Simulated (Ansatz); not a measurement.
## TiTe in Ansatz: the effect of strain

TiTe:

```
CELL_PARAMETERS angstrom
3.68832 0.00000 0.00000
-1.84416 3.19418 0.00000
0.00000 0.00000 6.40300
ATOMIC_POSITIONS crystal
Te 0.66667 0.33333 0.75000
Te 0.33333 0.66667 0.25000
Ti 0.00000 0.00000 0.50000
Ti 0.00000 0.00000 0.00000
```

Alike in all runs:

```yaml
Program: Ansatz 0.2.0
Task: single point
Functional: PBEsol
Potentials_or_basis: Ansatz PAW
Cutoff: "420 eV (not typed: the program's choice for these potentials)"
k_mesh: 7 × 7 × 4
Occupations: fermi-dirac, width 0.05 eV
Spin: no spin polarisation
Kind_of_strain: biaxial
```

```tsv
strain	pressure (GPa)
-0.04	?
-0.02	7.8
-0.01	5.5
0	3.4
0.01	1.5
0.02	-0.3
0.04	-3.4
```

Q: What does the run with strain -0.04 give?

A: Pressure 13.2 GPa.

Worked out: A parabola through the other rows of the pressure, of slope -266 GPa per unit of strain there, extrapolates to 12.8 GPa, against the run's 13.2.

Caveats: the PAW data sets come from PBE, with cores solved anew for the run's functional, which leaves a small shift of forces and pressure.
